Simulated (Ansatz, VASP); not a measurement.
One calculation of Sb, two programs

```
Sb
1.0
     3.16000    0.00000    0.00000
     0.00000    3.11260    0.00000
     0.00000    0.00000    3.16000
Sb
1
Direct
  0.00000 0.00000 0.00000
```

Change from the starting cell: strain -0.0150 x Voigt [0, 1, 0, 0, 0, 0], atoms carried along.

Alike in both runs: task single point; functional PBEsol; k mesh 16 × 16 × 16; occupations gaussian, width 0.15 eV; no spin polarisation.

|  | VASP | Ansatz |
| --- | --- | --- |
| version | VASP 6.6.1 | Ansatz 0.2.0 |
| potentials or method | VASP PAW PBE potentials, release 64 (Sb) | scalar-relativistic, plane waves, PAW |
| plane-wave cutoff (eV) | 520 | 420 |
| valence electrons in the cell | 5 | 15 |

VASP gave:

| Item | Value |
| --- | --- |
| gap on the k mesh at the Fermi level (eV) | none |
| pressure (GPa) | -4.2 |
| largest component of the traceless stress (GPa) | 0.88 |

Task: Estimate Ansatz's values.

Result: gap on the k mesh at the Fermi level (eV): none; pressure (GPa): -4.3; largest component of the traceless stress (GPa): 0.87.

A gap of «none» marks a metal or a gap that the smearing closes. The two sets of potentials don't hold the same shells in valence.

Caveats: the PAW data sets were made with another functional, which shifts forces and pressure a little (VASP). The runs have no spin-orbit coupling, so splittings on Sb are missing.
